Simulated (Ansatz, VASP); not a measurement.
TaN: VASP beside Ansatz

INCAR

```
  PREC = Accurate
  ENCUT = 520
  EDIFF = 1E-6
  ISMEAR = -1
  SIGMA = 0.1
  LREAL = False
  LASPH = True
  NELM = 60
  ALGO = Normal
  ISIF = 2
  LWAVE = False
  LCHARG = False
  GGA = PS
  NBANDS = 33
```

File KPOINTS:

```
Automatic mesh
0
Gamma
  5 5 8
```

POSCAR

```
TaN
1.0
    5.0899294209      0.0000000000      0.0000000000
   -2.5449647104      4.4080081839      0.0000000000
    0.0000000000      0.0000000000      2.8515751625
Ta N
3 3
Direct
    0.3333333333      0.6666666667      0.5000000000
    0.6666666667      0.3333333333      0.5000000000
    0.0000000000      0.0000000000      0.0000000000
    0.3928500000      0.0000000000      0.0000000000
    0.6071500000      0.6071500000      0.0000000000
    0.0000000000      0.3928500000      0.0000000000
```

Input for Ansatz:

```yaml
crystal:
  lattice:
    - [5.089929420886057, 0.0, 0.0]
    - [-2.5449647104430286, 4.408008183853677, 0.0]
    - [0.0, 0.0, 2.8515751624709997]
  atoms:
    - { symbol: Ta, position: [0.3333333333333333, 0.6666666666666666, 0.5] }
    - { symbol: Ta, position: [0.6666666666666666, 0.3333333333333333, 0.5] }
    - { symbol: Ta, position: [0.0, 0.0, 0.0] }
    - { symbol: "N", position: [0.39285, 0.0, 0.0] }
    - { symbol: "N", position: [0.60715, 0.60715, 0.0] }
    - { symbol: "N", position: [0.0, 0.39285, 0.0] }
basis:
  ecutwfc: 517.016338673772
kpoints:
  mp_grid:
    grid: [5, 5, 8]
hamiltonian:
  xc: pbesol
scf:
  occupations:
    method: fermi_dirac
output:
  stress: true
```

Alike in both runs: task single point; functional PBEsol; k mesh 5 × 5 × 8; no spin polarisation.

```csv
,VASP,Ansatz
version,VASP 6.6.1,Ansatz 0.2.0
potentials or method,"VASP PAW PBE potentials, release 64 (Ta_pv, N)","plane waves, PAW"
plane-wave cutoff (eV),520,517
occupations,"fermi-dirac, width 0.1 eV",fermi-dirac
valence electrons in the cell,48,54
```

|  | VASP | Ansatz | Ansatz less VASP |
| --- | --- | --- | --- |
| pressure (GPa) | 20.0 | 18.8 | -1.20 |
| largest component of the traceless stress (GPa) | 0.60 | 0.50 | -0.098 |

The two sets of potentials don't hold the same shells in valence.

Caveats: so large a pressure means that the cell lies far from this level's equilibrium, or that cutoff or potentials fall short (VASP); the potentials were made for another functional, which shifts forces and pressure (VASP). Spin-orbit coupling is left out, which matters for the levels of Ta.
